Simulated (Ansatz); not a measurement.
**BaTiO3: pressure against volume**

One table from this session's results is given with a row withheld; the runs are named, their logs left out.

Program: Ansatz 0.2.0. Level of theory: DFT PBEsol, scalar-relativistic. These are calculated values, not measurements.

**The system as given**

The structure is tetragonal, space group P4mm (No. 99). Conventional cell: a = 4.000 Å, b = 4.000 Å, c = 4.018 Å, α = 90.00°, β = 90.00°, γ = 90.00°. Ba (site symmetry 4mm) is surrounded by 12 O at 2.79 to 2.88 Å. Around Ti (site symmetry 4mm) lie 6 O at 1.87 to 2.15 Å. Around O (site symmetry 4mm) lie 2 Ti at 1.87 to 2.15 Å. O (site symmetry 2mm) is surrounded by 2 Ti at 2.00 Å and 4 Ba at 2.79 to 2.88 Å.

Coordinates:

```cif
data_structure
_symmetry_space_group_name_H-M 'P4mm'
_symmetry_Int_Tables_number 99
_cell_length_a 3.9998
_cell_length_b 3.9998
_cell_length_c 4.0180
_cell_angle_alpha 90.000
_cell_angle_beta 90.000
_cell_angle_gamma 90.000
_cell_volume 64.28
loop_
_atom_site_label
_atom_site_type_symbol
_atom_site_symmetry_multiplicity
_atom_site_Wyckoff_symbol
_atom_site_fract_x
_atom_site_fract_y
_atom_site_fract_z
_atom_site_occupancy
Ba1 Ba 1 a 0.00000 0.00000 0.00000 1
Ti1 Ti 1 b 0.50000 0.50000 0.48200 1
O1 O 1 b 0.50000 0.50000 0.01600 1
O2 O 2 c 0.50000 0.00000 0.51500 1
```

The file gives the conventional cell by its symmetry; the runs use the cell typed in the input.

Atoms are numbered in the order of the input: Ba1, Ti2, O3, O4, O5.

The first run:

input.yaml

```yaml
crystal:
  lattice:
    - [3.945742022, 0.0, 0.0]
    - [0.0, 3.945742022, 0.0]
    - [0.0, 0.0, 3.9636960459]
  atoms:
    - { symbol: Ba, position: [0.0, 0.0, 0.0] }
    - { symbol: Ti, position: [0.5, 0.5, 0.482] }
    - { symbol: O, position: [0.5, 0.5, 0.016] }
    - { symbol: O, position: [0.5, 0.0, 0.515] }
    - { symbol: O, position: [0.0, 0.5, 0.515] }
kpoints:
  mp_grid: { grid: [7, 7, 7] }
  band_path:
    path:
      - [0.0, 0.0, 0.0]
      - [0.0, 0.5, 0.0]
      - [0.5, 0.5, 0.0]
      - [0.0, 0.0, 0.0]
      - [0.0, 0.0, 0.5]
      - [0.0, 0.5, 0.5]
      - [0.5, 0.5, 0.5]
      - [0.0, 0.0, 0.5]
      - [0.0, 0.5, 0.0]
    npoints: 5
scf:
  occupations: { method: fermi_dirac, width: 0.08 }
hamiltonian:
  xc: pbesol
  pseudopotentials: { kind: all_electron, lapw: { basis_error: 0.001 } }
output:
  forces: true
  stress: true
  eigenvalues: true
```

Command:

```
ansatz run input.yaml --threads 2 --pin off --max-ram 8192MiB --backend cpu --events-out ev --progress --plain --runs-dir out
```

Steps of the session up to this table: Volume × 0.96, LAPW; Volume × 0.96, PAW; Volume × 0.96, crystal datasets; Volume × 0.99, LAPW; Volume × 0.99, PAW; Volume × 0.99, crystal datasets; Volume × 1.02, LAPW; Volume × 1.02, PAW; Volume × 1.02, crystal datasets; Volume × 1.06, LAPW; Volume × 1.06, PAW; Volume × 1.06, crystal datasets.

One of the session's tables, all rows but one given; the rest of the session is left out.

It belongs to the step «The equation of state». 

```
          method  volume (Å³/atom)  pressure (GPa)  gap on the k mesh (eV)  largest force (eV/Å)
            LAPW            12.342            3.63                    1.98                 0.245
            LAPW            12.728           -1.94                    1.91                 0.335
            LAPW            13.113           -6.65                    1.85                 0.549
            LAPW            13.628          -11.81                    1.76                 0.801
             PAW            12.342            3.62                    1.98                 0.252
             PAW            12.728           -1.95                    1.92                 0.329
             PAW            13.113               ?                       ?                     ?
             PAW            13.628          -11.82                    1.77                 0.797
crystal datasets            12.342            3.63                    1.98                 0.245
crystal datasets            12.728           -1.94                    1.91                 0.335
crystal datasets            13.113           -6.65                    1.85                 0.548
crystal datasets            13.628          -11.81                    1.76                 0.800
```

Q: Estimate the row for PAW, 13.113 from the others.

**Answer.** pressure (GPa): -6.66; gap on the k mesh (eV): 1.85; largest force (eV/Å): 0.544. In the column «pressure (GPa)» it lies between crystal datasets, 13.628 (-11.81) and LAPW, 13.113 (-6.65).

Limits of these values: Shape and positions are held, so a fully relaxed modulus can be lower. Warnings in the runs' records: gradients without spin orbit, crystal datasets made.
